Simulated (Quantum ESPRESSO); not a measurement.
Write an ASE script for Quantum ESPRESSO 7.5 that does the following.

```
Task                : single point
Functional          : PBEsol
Potentials or basis : GBRV 1.5 PBEsol
Cutoff              : 612 eV
Density cutoff      : 4898 eV
k mesh              : 8 × 8 × 8
Occupations         : fermi-dirac, width 0.05 eV
Spin                : no spin polarisation
Mixing beta         : 0.5
Most SCF iterations : 120
SCF threshold       : 4e-10 Ry
```

The structure of Sb lies in POSCAR:

```
Sb
1.0
    2.1542000000      1.2437279499      3.7580000000
   -2.1542000000      1.2437279499      3.7580000000
    0.0000000000     -2.4874558998      3.7580000000
Sb
2
Direct
    0.7665100000      0.7665100000      0.7665100000
    0.2334900000      0.2334900000      0.2334900000
```

These files were run (other wordings do the same):

run.py

```python
import numpy as np
from ase.calculators.espresso import Espresso, EspressoProfile
from ase.io import read

atoms = read('POSCAR')

input_data = {
    'control': {'calculation': 'scf', 'prefix': 'pwscf', 'outdir': './tmp', 'tprnfor': True, 'tstress': True, 'disk_io': 'nowf'},
    'system': {'ecutwfc': 45.0, 'ecutrho': 360.0, 'nbnd': 22, 'occupations': 'smearing', 'smearing': 'fd', 'degauss': 0.00367493},
    'electrons': {'conv_thr': 4e-10, 'electron_maxstep': 120, 'mixing_beta': 0.5},
}
pseudopotentials = {'Sb': 'sb_pbesol_v1.4.uspp.F.UPF'}
profile = EspressoProfile(command='mpirun -n 2 pw.x -nk 2', pseudo_dir='pseudo')
dft = Espresso(profile=profile, input_data=input_data, pseudopotentials=pseudopotentials, kpts=(8, 8, 8), koffset=(0, 0, 0))
atoms.calc = dft

print(f'energy {atoms.get_potential_energy():.8f} eV')
print('forces (eV/A)')
print(np.round(atoms.get_forces(), 6))
print('stress (eV/A^3, Voigt)')
print(np.round(atoms.get_stress(), 8))
print(f'Fermi level {dft.get_fermi_level():.4f} eV')
```

Potentials or basis: GBRV 1.5 PBEsol.

The run is started by

```sh
$ OMP_NUM_THREADS=1 python run.py
```

Results of the run:

```yaml
Pressure: -0.1 GPa
Largest_force: 0.111 eV/Å
Band_gap_on_the_k_mesh: none (metal or under the smearing width)
```

It took 27 s on 2 MPI ranks on Arm Neoverse V2 (shared host), peak memory 0.3 GiB a rank.
